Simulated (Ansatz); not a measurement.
The following input was run with Ansatz 0.2.0.

```yaml
crystal:
  lattice:
    - [0.0, 2.0510126768, 2.0510126768]
    - [2.0510126768, 0.0, 2.0510126768]
    - [2.0510126768, 2.0510126768, 0.0]
  atoms:
    - { symbol: V, position: [0.0, 0.0, 0.0] }
    - { symbol: H, position: [0.25, 0.25, 0.25] }
    - { symbol: H, position: [0.75, 0.75, 0.75] }
basis:
  ecutwfc: 500
kpoints:
  mp_grid: { grid: [16, 16, 16] }
hamiltonian:
  xc: r2scan
scf:
  occupations: { method: gaussian, width: 0.1 }
output:
  forces: true
  stress: true
  eigenvalues: true
```

Launched with
```bash
ansatz run input.yaml --threads 1 --pin off --max-ram 2560MiB --backend cpu --events-out ev --progress --plain --runs-dir out
```

The calculation used DFT r2SCAN, scalar-relativistic, plane waves, PAW (Ansatz 0.2.0).

Part of what the program printed, abridged (iterations and final results):

```
SCF iter   1: F=—  HF=-2949.578832 eV  |F-HF|=—  |Δ(HF+E_count)|=         —  Δρ=1.10e-2  dr2=1.03e-2  dr2_τ=4.45e-2  ethr=1.77e-3  ⟨swp⟩=4.3  Hψ=8458  notcnv=0
SCF iter   2: F=—  HF=-2949.624876 eV  |F-HF|=—  |Δ(HF+E_count)|=   4.60e-2  Δρ=4.56e-3  dr2=2.21e-3  dr2_τ=1.32e-4  ethr=6.89e-5  ⟨swp⟩=2.3  Hψ=4464  notcnv=0  defer=36
SCF iter   3: F=—  HF=-2949.625359 eV  |F-HF|=—  |Δ(HF+E_count)|=   4.83e-4  Δρ=2.09e-3  dr2=4.27e-4  dr2_τ=4.49e-5  ethr=1.47e-5  ⟨swp⟩=1.0  Hψ=1704  notcnv=0  defer=36
SCF iter   4: F=—  HF=-2949.625659 eV  |F-HF|=—  |Δ(HF+E_count)|=   3.00e-4  Δρ=1.79e-4  dr2=1.87e-6  dr2_τ=1.94e-7  ethr=2.85e-6  ⟨swp⟩=2.0  Hψ=2086  notcnv=0  defer=36
SCF iter   5: F=—  HF=-2949.625661 eV  |F-HF|=—  |Δ(HF+E_count)|=   1.48e-6  Δρ=5.75e-5  dr2=1.85e-7  dr2_τ=1.28e-8  ethr=1.25e-8  ⟨swp⟩=2.0  Hψ=2219  notcnv=0  defer=36
SCF iter   6: F=-2949.625661 eV  HF=-2949.625661 eV  |F-HF|=4.86e-10  |Δ(HF+E_count)|=   1.69e-7  Δρ=7.72e-6  dr2=4.76e-9  dr2_τ=2.50e-10  ethr=6.67e-10  ⟨swp⟩=5.7  Hψ=7560  notcnv=0
SCF 1 converged in 6 iterations: F = -2949.625661 eV  dr2 = 4.76e-9
SCF converged after 6 iterations
Free energy (F): -2949.625661 eV
Harris-Foulkes:  -2949.625661 eV  (|F-HF|=4.86e-10)
Internal energy: -2949.619764 eV  (E = F + TS)
E sigma→0 (E₀):  -2949.622712 eV
Entropy (-TS):   -0.005897 eV (-1.966 meV/atom)
Fermi energy:    15.149049 eV
--- Per-component energies (eV) ---
  E_band       = -181.161163
  E_kinetic    = 370.594964
  E_local      = -1005.773553  (includes V_loc(G=0)·N_el)
  E_nonlocal   = -42.151504
  E_hartree    = 452.010064
  E_xc         = -147.333809
  E_vxc        = -213.498860  (∫ρ·V_xc dr)
  E_paw        = -1123.594544  (= ΣΔE_a)
  E_vpaw       = -208.074547  (= ΣTr[D̂ρ^β])
  E_aug_tail   = -0.000878  (compensation charges beyond the density's cutoff)
  E_vtau       = 13.723181  (kinetic-family band-sum trace: ∫τ·v_τ [+ j·A + Jᵃ·Aᵃ] dr)
  E_ewald      = -1453.104723
  E_core_change = -0.265781  (= ΣΔE_core)
  E_smearing   = -0.005897  (= −TS)
--- Forces (eV/Å), atoms counted from 1 ---
  atom   1  V      0.00000000     0.00000000     0.00000000
  atom   2  H      0.00000000     0.00000000     0.00000000
  atom   3  H      0.00000000     0.00000000     0.00000000
--- Stress (GPa, compression-positive) ---
       12.983909       0.000000       0.000000
        0.000000      12.983909       0.000000
        0.000000       0.000000      12.983909
  P = ⅓ Tr σ = 12.9839 GPa (129.839 kbar)
--- Band table (eV; the first three rows and the last of 145) ---
  k-point 0: bands = ["-52.0636", "-24.5457", "-24.5457", "-24.5457", "2.3081", "14.0178", "14.0178", "14.0178", "16.0295", "16.0295", "16.1052", "32.7260"]
  k-point 1: bands = ["-52.0605", "-24.5664", "-24.5482", "-24.5482", "2.4267", "13.3452", "14.0651", "14.0651", "16.0017", "16.0017", "16.8512", "31.3845"]
  k-point 2: bands = ["-52.0515", "-24.6249", "-24.5554", "-24.5554", "2.7730", "12.2510", "14.1883", "14.1883", "15.9419", "15.9419", "18.1379", "29.5334"]
  k-point 144: bands = ["-51.9534", "-24.8891", "-24.8891", "-24.7239", "8.1619", "8.1619", "12.0048", "15.5389", "17.1098", "19.1917", "19.1917", "22.7042"]
```

The run converged.

Time: 4.4 s on 1 thread of Arm Neoverse V1, on a shared host, peak memory 0.37 GiB.